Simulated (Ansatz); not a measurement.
# C₄H₆: one species, many methods

The task here is to estimate one member of a computed series from the others.

The runs use Ansatz 0.2.0, Gaussian basis; functionals in def2-TZVPP, the program's frozen cores in correlated methods.

Levels to be run: LDA (SPW92), PBE-D4, revPBE-D4, BLYP-D4, r2SCAN-D4, B97M-V, PBE0-D4, B3LYP-D4, r2SCANh-D4, r2SCAN0-D4, HSE06-D4, BHLYP-D4, CAM-B3LYP-D4, LC-ωPBE, ωB97X-V, ωB97M-V, B2PLYP, PBE-QIDH; CCSD(T)/def2-SVP; CCSD(T)/def2-TZVPP; MP2/def2-QZVPP; extrapolation to the limit; RPA on PBE.

## The relaxed structure

An earlier PBE0-D4 in a triple-zeta def2 set relaxation fixed the geometry.

SMILES `C=C1CC1`, 10 atoms, charge 0, spin multiplicity 1.

Atoms are counted from 1 here; the program's logs count them from 0.

Bond lengths: C1–C2 1.314 Å, C1–H5 1.085 Å, C1–H6 1.085 Å, C2–C3 1.458 Å, C2–C4 1.458 Å, C3–C4 1.528 Å, C3–H7 1.085 Å, C3–H8 1.085 Å, C4–H9 1.085 Å, C4–H10 1.085 Å. Angles: C2–C1–H5 121.2°, C2–C1–H6 121.2°, H5–C1–H6 117.5°, C1–C2–C3 148.4°, C1–C2–C4 148.4°, C3–C2–C4 63.2°, C2–C3–C4 58.4°, C2–C3–H7 118.7°, C2–C3–H8 118.7°, C4–C3–H7 117.7°, C4–C3–H8 117.7°, H7–C3–H8 114.4°, C2–C4–C3 58.4°, C2–C4–H9 118.7°, C2–C4–H10 118.7°, C3–C4–H9 117.7°, C3–C4–H10 117.7°, H9–C4–H10 114.4°.

Geometry (Å):

| atom | x (Å) | y (Å) | z (Å) |
| --- | --- | --- | --- |
| C1 | -1.2380 | 0.7442 | -0.8273 |
| C2 | -0.2591 | 0.1555 | -0.1769 |
| C3 | 0.5679 | -1.0298 | 0.0151 |
| C4 | 0.7642 | 0.2286 | 0.8591 |
| H5 | -1.7760 | 0.2322 | -1.6180 |
| H6 | -1.5379 | 1.7601 | -0.5935 |
| H7 | 0.1305 | -1.8980 | 0.4975 |
| H8 | 1.3246 | -1.2631 | -0.7271 |
| H9 | 1.6505 | 0.8271 | 0.6748 |
| H10 | 0.4564 | 0.1920 | 1.8992 |

Set-up of the first run:

The input, in.yaml:

```yaml
crystal:
  periodic: [false, false, false]
  atoms:
    - {symbol: C, position_ang: [-1.238048, 0.744193, -0.827321]}
    - {symbol: C, position_ang: [-0.259128, 0.155503, -0.176931]}
    - {symbol: C, position_ang: [0.567930, -1.029795, 0.015131]}
    - {symbol: C, position_ang: [0.764168, 0.228612, 0.859112]}
    - {symbol: H, position_ang: [-1.775997, 0.232164, -1.618004]}
    - {symbol: H, position_ang: [-1.537916, 1.760134, -0.593463]}
    - {symbol: H, position_ang: [0.130490, -1.898001, 0.497495]}
    - {symbol: H, position_ang: [1.324568, -1.263078, -0.727082]}
    - {symbol: H, position_ang: [1.650550, 0.827082, 0.674785]}
    - {symbol: H, position_ang: [0.456383, 0.191988, 1.899179]}
basis:
  gaussian: {orbitals: def2-TZVPP}
hamiltonian: {xc: lda}
output: {orbitals: {seedname: orbitals}}
```

The run is started by

```
ansatz run in.yaml --threads 4 --pin off --events-out ev --progress --plain --max-ram 10444MiB
```

Among the steps run: LDA; PBE-D4 (GGA); revPBE-D4 (GGA); BLYP-D4 (GGA); r2SCAN-D4 (meta-GGA); B97M-V (meta-GGA); B3LYP-D4 (hybrid); r2SCANh-D4 (hybrid); r2SCAN0-D4 (hybrid); HSE06-D4 (hybrid); BHLYP-D4 (hybrid); CAM-B3LYP-D4 (range-separated); LC-ωPBE (range-separated); ωB97X-V (range-separated); ωB97M-V (range-separated); B2PLYP (double hybrid); PBE-QIDH (double hybrid).

One of the session's tables, all rows but one given; the rest of the session is left out.

It belongs to the step «Frontier levels by functional». 

```
  functional  HOMO (eV)  gap (eV)
 LDA (SPW92)      -6.45      5.39
      PBE-D4      -6.29      5.42
   revPBE-D4      -6.23      5.43
     BLYP-D4      -6.13      5.39
   r2SCAN-D4      -6.47      5.88
      B97M-V      -6.47      5.89
     PBE0-D4      -7.42      7.56
    B3LYP-D4      -7.20      7.10
  r2SCANh-D4      -6.91      6.67
  r2SCAN0-D4      -7.55      7.85
    HSE06-D4      -7.02      6.77
    BHLYP-D4      -8.40      9.61
CAM-B3LYP-D4      -8.76     10.02
     LC-ωPBE          ?         ?
     ωB97X-V      -9.78     12.12
     ωB97M-V      -9.68     11.85
```

**Question.** Estimate the row for LC-ωPBE.

**Answer.** HOMO (eV): -10.19; gap (eV): 12.61. In the column «HOMO (eV)» it is the lowest.
